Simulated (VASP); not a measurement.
# GaN (P6_3mc) in VASP: further runs

One crystal, GaN, is run at these levels: PBE+D3(BJ); tasks: relaxation of shape and atoms at fixed volume.

Program: VASP 6.6.1. These are calculated values, not measurements. Logs are shortened: lines on timing, memory, paths and dates and some standing lists are left out, and cuts for length are marked.

## Step 1: The undisturbed crystal

Symmetry: P6_3mc, No. 186, hexagonal system. The conventional cell has a = 3.180 Å, b = 3.180 Å, c = 5.166 Å, α = 90.00°, β = 90.00°, γ = 120.00°. Around Ga (site symmetry 3m) lie 4 N at 1.94 to 1.95 Å. N (site symmetry 3m) is surrounded by 4 Ga at 1.94 to 1.95 Å.

## Step 2: Relaxation of shape and atoms at fixed volume, PBE+D3(BJ) (a relaxed cell with its volume scaled by 0.94)

INCAR reads:

```
PREC = Accurate
ENCUT = 600
EDIFF = 1E-7
ISMEAR = 0
SIGMA = 0.03
LREAL = F
LASPH = T
NELM = 80
ALGO = Normal
ISIF = 4
LWAVE = F
LCHARG = F
GGA = PE
IVDW = 12
IBRION = 2
NSW = 40
EDIFFG = -0.01
```

KPOINTS reads:

```
regular mesh
0
Gamma
  12 12 5
```

POSCAR reads:

```
GaN                                     
1.0
    3.1304372117      0.0000000000      0.0000000000
   -1.5652186058      2.7110381503      0.0000000000
    0.0000000000      0.0000000000      5.1026138346
  Ga              N             
     2     2
Direct
     0.3333333332999970    0.6666666667000030    0.9992111713869392
     0.6666666667000030    0.3333333332999970    0.4992111713869392
     0.3333333332999970    0.6666666667000030    0.3757888286130608
     0.6666666667000030    0.3333333332999970    0.8757888286130608
```

Potentials or basis: VASP PAW PBE potentials, release 64 (Ga_d, N).

Started as:

```
$ cat potpaw_PBE.64/Ga_d/POTCAR potpaw_PBE.64/N/POTCAR > POTCAR
$ mpirun -np 1 vasp_std > vasp.out
```

OUTCAR:

```text
PREC = Accurate
   ENCUT = 600
   EDIFF = 1E-7
   ISMEAR = 0
   LREAL = F
   LASPH = T
   NELM = 80
   ISIF = 4
   GGA = PE
   IVDW = 12
   IBRION = 2
   NSW = 40
   EDIFFG = -0.01
 IVDW          = 12

 ion  position               nearest neighbor table
   1  0.333  0.667  0.999-   4 1.91   4 1.91   4 1.91   3 1.92
   2  0.667  0.333  0.499-   3 1.91   3 1.91   3 1.91   4 1.92
   3  0.333  0.667  0.376-   2 1.91   2 1.91   2 1.91   1 1.92
   4  0.667  0.333  0.876-   1 1.91   1 1.91   1 1.91   2 1.92

  LATTYP: Found a hexagonal cell.
 ALAT       =     3.1304372117
 C/A-ratio  =     1.6300003768

  Lattice vectors:

 A1 = (   3.1304372117,   0.0000000000,   0.0000000000)
 A2 = (  -1.5652186058,   2.7110381503,   0.0000000000)
 A3 = (   0.0000000000,   0.0000000000,   5.1026138346)

Analysis of symmetry for initial positions (statically):
=====================================================================
 Subroutine PRICEL returns:
 Original cell was already a primitive cell.

 Routine SETGRP: Setting up the symmetry group for a
 hexagonal supercell.

 Subroutine GETGRP returns: Found 12 space group operations
 (whereof  6 operations were pure point group operations)
 out of a pool of 24 trial point group operations.

The static configuration has the point symmetry C_3v.
 The point group associated with its full space group is C_6v.

Analysis of symmetry for dynamics (positions and initial velocities):
=====================================================================
 Subroutine PRICEL returns:
 Original cell was already a primitive cell.

 Routine SETGRP: Setting up the symmetry group for a
 hexagonal supercell.

 Subroutine GETGRP returns: Found 12 space group operations
 (whereof  6 operations were pure point group operations)
 out of a pool of 24 trial point group operations.

The dynamic configuration has the point symmetry C_3v.
 The point group associated with its full space group is C_6v.

 Subroutine INISYM returns: Found 12 space group operations
 (whereof  6 operations are pure point group operations),
 and found     1 'primitive' translations

----------------------------------------------------------------------------------------

                                     Primitive cell

  volume of cell :      43.3045

  direct lattice vectors                    reciprocal lattice vectors
     3.130437212  0.000000000  0.000000000     0.319444197  0.184431193  0.000000000
    -1.565218606  2.711038150  0.000000000     0.000000000  0.368862386  0.000000000
     0.000000000  0.000000000  5.102613835     0.000000000  0.000000000  0.195977989

  length of vectors
     3.130437212  3.130437212  5.102613835     0.368862386  0.368862386  0.195977989

  position of ions in fractional coordinates (direct lattice)
     0.333333333  0.666666667  0.999211171
     0.666666667  0.333333333  0.499211171
     0.333333333  0.666666667  0.375788829
     0.666666667  0.333333333  0.875788829

  ion indices of the primitive-cell ions
   primitive index   ion index
                 1           1
                 2           2
                 3           3
                 4           4

----------------------------------------------------------------------------------------

 KPOINTS: regular mesh

Automatic generation of k-mesh.
 Grid dimensions read from file:
 generate k-points for:   12   12    5

 Generating k-lattice:

  Cartesian coordinates                     Fractional coordinates (reciprocal lattice)
     0.026620350  0.015369266  0.000000000     0.083333333  0.000000000  0.000000000
     0.000000000  0.030738532  0.000000000     0.000000000  0.083333333  0.000000000
     0.000000000  0.000000000  0.039195598     0.000000000  0.000000000  0.200000000

  Length of vectors
     0.030738532  0.030738532  0.039195598

  Shift w.r.t. Gamma in fractional coordinates (k-lattice)
     0.000000000  0.000000000  0.000000000

 Subroutine IBZKPT returns following result:
 ===========================================

 Found     57 irreducible k-points:

 Following reciprocal coordinates:
            Coordinates               Weight
  0.000000  0.000000  0.000000      1.000000
  0.083333  0.000000  0.000000      6.000000
  0.166667  0.000000  0.000000      6.000000
  0.250000  0.000000  0.000000      6.000000
  0.333333  0.000000  0.000000      6.000000
  0.416667  0.000000  0.000000      6.000000
[... 16 lines left out ...]
  0.250000  0.000000  0.200000     12.000000
  0.333333  0.000000  0.200000     12.000000
 [... further k-points ...]
   k-points           NKPTS =     57   k-points in BZ     NKDIM =     57   number of bands    NBANDS=     22
   number of dos      NEDOS =    301   number of ions     NIONS =      4
   total plane-waves  NPLWV =  32928
   dimension x,y,z NGX =    28 NGY =   28 NGZ =   42
   dimension x,y,z NGXF=    56 NGYF=   56 NGZF=   84
   ions per type =               2   2
   NGX,Y,Z   is equivalent  to a cutoff of  14.87, 14.87, 13.68 a.u.
   NGXF,Y,Z  is equivalent  to a cutoff of  29.74, 29.74, 27.37 a.u.
 SYSTEM =  unknown system
   PREC   = accura    normal or accurate (medium, high low for compatibility)
   ISTART =      0    job   : 0-new  1-cont  2-samecut
   ICHARG =      2    charge: 1-file 2-atom 10-const
   ISPIN  =      1    spin polarized calculation?
   LNONCOLLINEAR =      F non collinear calculations
   LSORBIT =      F    spin-orbit coupling
   LASPH  =      T    aspherical Exc in radial PAW
   ENCUT  =  600.0 eV  44.10 Ry    6.64 a.u.   6.25  6.25 10.19*2*pi/ulx,y,z
   NELM   =     80;   NELMIN=  2; NELMDL= -5     # of ELM steps
   EDIFF  = 0.1E-06   stopping-criterion for ELM
   LREAL  =      F    real-space projection
   EDIFFG = -.1E-01   stopping-criterion for IOM
   NSW    =     40    number of steps for IOM
   IBRION =      2    ionic relax: 0-MD 1-quasi-New 2-CG
   NFREE  =      1    steps in history (QN), initial steepest desc. (CG)
   ISIF   =      4    stress and relaxation
   ISYM   =      2    0-nonsym 1-usesym 2-fastsym
   POTIM  = 0.5000    time-step for ionic-motion
   TEBEG  =    0.0;   TEEND  =   0.0 temperature during run
   PSTRESS=    0.0 pullay stress
   NELECT =      36.0000    total number of electrons
   NUPDOWN=      -1.0000    fix difference up-down
   EMIN   =  10.00;   EMAX   =-10.00  energy-range for DOS
   EFERMI =   0.00;   METHOD = LEGACY
   ISMEAR =     0;   SIGMA  =   0.03  broadening in eV -4-tet -1-fermi 0-gaus
   EFERMI_NEDOS =   21; number of points for ismear=-14 and -15
   IALGO  =     38    algorithm
   IMIX   =      4    mixing-type and parameters
     AMIX     =   0.40;   BMIX     =  1.00
     AMIX_MAG =   1.60;   BMIX_MAG =  1.00
  volume/ion in A,a.u.               =      10.83        73.06
  Fermi-wavevector in a.u.,A,eV,Ry     =   1.539328  2.908908 32.239430  2.369531
  Thomas-Fermi vector in A             =   2.645572
   LORBIT       =      0    0 simple, 1 ext, 2 COOP (PROOUT), +10 PAW based schemes
   GGA     = PE    functional components
   LHFCALC =     F    Hartree Fock is set to
   AEXX    =    0.0000 exact exchange contribution
   IVDW    =    12    specifies the selected vdW correction
   LEPSILON=     F    determine dielectric tensor
   LRPA    =     F    only Hartree local field effects (RPA)
 conjugate gradient relaxation of ions
 non-spin polarized calculation
 Gauss-broadening in eV      SIGMA  =   0.03
  energy-cutoff  :      600.00
  volume of cell :       43.30
 maximum number of plane-waves:      1472
 NGX is ok and might be reduce to    28
   NGX = 13   NGY = 13   NGZ = 21

--------------------------------------- Ionic step        1  -------------------------------------------

 number of electron      35.9999994 magnetization

 Free energy of the ion-electron system (eV)
  ---------------------------------------------------
  ext. energy  EPLUGINS =         0.00000000
  ---------------------------------------------------
  free energy    TOTEN  =       -24.14362052 eV

  energy without entropy =      -24.14362052  energy(sigma->0) =      -24.14362052

------------------------ aborting loop because EDIFF is reached ----------------------------------------

 Edisp (eV)   -1.07473

 E8    (eV) :    -0.4356

  FORCE on cell =-STRESS in cart. coord.  units (eV):
  Direction    XX          YY          ZZ          XY          YZ          ZX
  --------------------------------------------------------------------------------------
  -------------------------------------------------------------------------------------
  Total       3.46021     3.46021     3.41628     0.00000     0.00000     0.00000
  in kB     128.02068   128.02068   126.39511     0.00000     0.00000     0.00000
  external pressure =      127.48 kB  Pullay stress =        0.00 kB
[... 65 lines left out ...]
  energy  without entropy=      -25.2183507472  energy(sigma->0) =      -25.21835075

--------------------------------------- Ionic step        3  -------------------------------------------

 number of electron      35.9999994 magnetization

 Free energy of the ion-electron system (eV)
  ---------------------------------------------------
  ext. energy  EPLUGINS =         0.00000000
  ---------------------------------------------------
  free energy    TOTEN  =       -24.14363514 eV

  energy without entropy =      -24.14363514  energy(sigma->0) =      -24.14363514

 E-fermi :   6.1266     XC(G=0): -11.9597

 val. band max:        5.9208486726   @ k =   0.0000   0.0000   0.0000
 cond. band min:       8.1896380113   @ k =   0.0000   0.0000   0.0000
 fundamental gap:      2.2687893387
 Fermi energy:         6.1265800572

 k-point     1 :       0.0000    0.0000    0.0000
  band No.  band energies     occupation
      1     -10.5360      2.00000
      2      -9.4389      2.00000
      3      -7.5734      2.00000
      4      -7.5558      2.00000
      5      -7.5558      2.00000
      6      -7.4834      2.00000
[... 574 lines left out ...]
      6      -7.3193      2.00000
[... 14 lines left out ...]
     21      13.2910      0.00000
     22      14.4940      0.00000

 [... further k-points ...]

------------------------ aborting loop because EDIFF is reached ----------------------------------------

 Edisp (eV)   -1.07473

 E8    (eV) :    -0.4356

  FORCE on cell =-STRESS in cart. coord.  units (eV):
  Direction    XX          YY          ZZ          XY          YZ          ZX
  --------------------------------------------------------------------------------------
  -------------------------------------------------------------------------------------
  Total       3.43842     3.43842     3.45262     0.00000     0.00000     0.00000
  in kB     127.21435   127.21435   127.73956     0.00000     0.00000     0.00000
  external pressure =      127.39 kB  Pullay stress =        0.00 kB
[... 19 lines left out ...]
  FREE ENERGIE OF THE ION-ELECTRON SYSTEM (eV)
  ---------------------------------------------------
  free  energy   TOTEN  =       -25.2183666297 eV

  energy  without entropy=      -25.2183666297  energy(sigma->0) =      -25.21836663

 reached required accuracy - stopping structural energy minimisation
```

Run time: 3.1 min. Hardware: 1 thread of Intel Xeon Platinum 8259CL at 2.50GHz (Skylake/Cascade Lake), shared host; peak memory 0.22 GiB.

Results:

```
Free energy                : -25.2184 eV
Energy gained by relaxing  : 0.0 meV/atom
Ionic steps                : 3
Pressure after relaxing    : 12.7 GPa
Band gap on the k mesh     : 2.27 eV, direct
Dispersion energy per atom : -0.269 eV
```

Forces on the atoms (eV/Å):
```
Ga   0.000  0.000  0.002
Ga   0.000  0.000  0.002
N    0.000  0.000 -0.002
N    0.000  0.000 -0.002
```

Final structure:
```
Ga N
1.0
     3.13070    0.00000    0.00000
    -1.56535    2.71127    0.00000
     0.00000    0.00000    5.10175
Ga N
2 2
Direct
  0.33333 0.66667 0.99928
  0.66667 0.33333 0.49928
  0.33333 0.66667 0.37572
  0.66667 0.33333 0.87572
```

Levels at points of the mesh, in eV from the valence-band top:
| k point | band 15 | band 16 | band 17 | band 18 | band 19 | band 20 | band 21 | band 22 |
| --- | --- | --- | --- | --- | --- | --- | --- | --- |
| (0.00, 0.00, 0.00) | -1.10 | -0.05 | 0.00 | 0.00 | 2.27 | 4.61 | 9.50 | 10.21 |
| (0.50, 0.00, 0.00) | -4.45 | -2.93 | -2.36 | -1.07 | 5.22 | 5.86 | 6.21 | 9.04 |

## Step 3: Relaxation of shape and atoms at fixed volume, PBE+D3(BJ) (a relaxed cell with its volume scaled by 0.96)

INCAR is that of step 2.

KPOINTS is that of step 2.

Changes to POSCAR since step 2:

```diff
@@ -2,5 +2,5 @@
 1.0
-    3.1304372117      0.0000000000      0.0000000000
-   -1.5652186058      2.7110381503      0.0000000000
-    0.0000000000      0.0000000000      5.1026138346
+    3.1524832705      0.0000000000      0.0000000000
+   -1.5762416352      2.7301305973      0.0000000000
+    0.0000000000      0.0000000000      5.1385489188
   Ga              N
```

Potentials or basis: VASP PAW PBE potentials, release 64 (Ga_d, N).

Started as:

```
$ cat potpaw_PBE.64/Ga_d/POTCAR potpaw_PBE.64/N/POTCAR > POTCAR
$ mpirun -np 1 vasp_std > vasp.out
```

Run time: 1.8 min. Hardware: 1 thread of Intel Xeon Platinum 8259CL at 2.50GHz (Skylake/Cascade Lake), shared host; peak memory 0.21 GiB.

The run converged. Its results:

- Free energy: -25.2793 eV
- Pressure after relaxing: 8.0 GPa
- Largest force after relaxing: 0.009 eV/Å
- Band gap on the k mesh: 2.13 eV, direct
- Dispersion energy per atom: -0.263 eV

Forces on the atoms (eV/Å):
```
Ga   0.000  0.000  0.009
Ga   0.000  0.000  0.009
N    0.000  0.000 -0.009
N    0.000  0.000 -0.009
```

Stress tensor (GPa, compression positive):
```
8.08 0.00 0.00
0.00 8.08 0.00
0.00 0.00 7.95
```

Final structure:
```
CELL_PARAMETERS angstrom
3.15248 0.00000 0.00000
-1.57624 2.73013 0.00000
0.00000 0.00000 5.13855
ATOMIC_POSITIONS crystal
Ga 0.33333 0.66667 0.99921
Ga 0.66667 0.33333 0.49921
N 0.33333 0.66667 0.37579
N 0.66667 0.33333 0.87579
```

Levels at points of the mesh, in eV from the valence-band top:
```tsv
k point	band 16	band 17	band 18	band 19	band 20	band 21
(0.00, 0.00, 0.00)	-0.05	0.00	0.00	2.13	4.47	9.37
(0.50, 0.00, 0.00)	-2.85	-2.30	-1.04	5.16	5.75	6.13
```

Caveat: the relaxation stopped at its first step, so nothing moved.

## Step 4: Relaxation of shape and atoms at fixed volume, PBE+D3(BJ) (a relaxed cell with its volume scaled by 0.98)

INCAR is that of step 3.

KPOINTS is that of step 3.

Changes to POSCAR since step 3:

```diff
@@ -2,5 +2,5 @@
 1.0
-    3.1524832705      0.0000000000      0.0000000000
-   -1.5762416352      2.7301305973      0.0000000000
-    0.0000000000      0.0000000000      5.1385489188
+    3.1742252215      0.0000000000      0.0000000000
+   -1.5871126107      2.7489596792      0.0000000000
+    0.0000000000      0.0000000000      5.1739883071
   Ga              N
```

Started as:

```
$ cat potpaw_PBE.64/Ga_d/POTCAR potpaw_PBE.64/N/POTCAR > POTCAR
$ mpirun -np 1 vasp_std > vasp.out
```

It took 1.8 min on 1 thread of Intel Xeon Platinum 8259CL at 2.50GHz (Skylake/Cascade Lake), shared host; peak memory 0.22 GiB.

The run converged. Its results:

- Free energy: -25.3144 eV
- Pressure after relaxing: 3.8 GPa
- Largest force after relaxing: 0.005 eV/Å
- Band gap on the k mesh: 1.99 eV, direct
- Dispersion energy per atom: -0.257 eV

Forces in eV/Å, atoms in the order of the input:
```
Ga   0.000  0.000  0.005
Ga   0.000  0.000  0.005
N    0.000  0.000 -0.005
N    0.000  0.000 -0.005
```

Stress tensor (GPa, compression positive):
```
3.83 0.00 0.00
0.00 3.83 0.00
0.00 0.00 3.74
```

Final structure:
```cif
data_structure
_symmetry_space_group_name_H-M 'P 1'
_symmetry_Int_Tables_number 1
_cell_length_a 3.1742
_cell_length_b 3.1742
_cell_length_c 5.1740
_cell_angle_alpha 90.000
_cell_angle_beta 90.000
_cell_angle_gamma 120.000
_cell_volume 45.15
loop_
_atom_site_label
_atom_site_type_symbol
_atom_site_fract_x
_atom_site_fract_y
_atom_site_fract_z
_atom_site_occupancy
Ga1 Ga 0.33333 0.66667 0.99921 1
Ga2 Ga 0.66667 0.33333 0.49921 1
N1 N 0.33333 0.66667 0.37579 1
N2 N 0.66667 0.33333 0.87579 1
```

Levels at points of the mesh, in eV from the valence-band top:
| k point | band 16 | band 17 | band 18 | band 19 | band 20 | band 21 |
| --- | --- | --- | --- | --- | --- | --- |
| (0.00, 0.00, 0.00) | -0.05 | 0.00 | 0.00 | 1.99 | 4.34 | 9.25 |
| (0.50, 0.00, 0.00) | -2.78 | -2.24 | -1.01 | 5.10 | 5.63 | 6.07 |

Caveat: the relaxation stopped at its first step, so nothing moved.

## Step 5: The runs side by side

```tsv
cell	gap on the mesh (eV)	pressure (GPa)	largest force (eV/Å)
atoms relaxed at fixed volume from: a relaxed cell with its volume scaled by 0.94	2.27	12.7	-
atoms relaxed at fixed volume from: a relaxed cell with its volume scaled by 0.96	2.13	8.0	0.01
atoms relaxed at fixed volume from: a relaxed cell with its volume scaled by 0.98	1.99	3.8	0.01
```

Alike in all rows: task relaxation of shape and atoms at fixed volume; level PBE+D3(BJ); potentials or basis VASP PAW PBE potentials, release 64 (Ga_d, N); no spin polarisation; k mesh 12 × 12 × 5; cutoff (eV) 600; smearing gaussian 0.03 eV.

Caveats: the relaxation stopped at its first step, so nothing moved (some runs).

Total energies depend on the potentials used, so only differences within one code and one set of settings carry meaning.
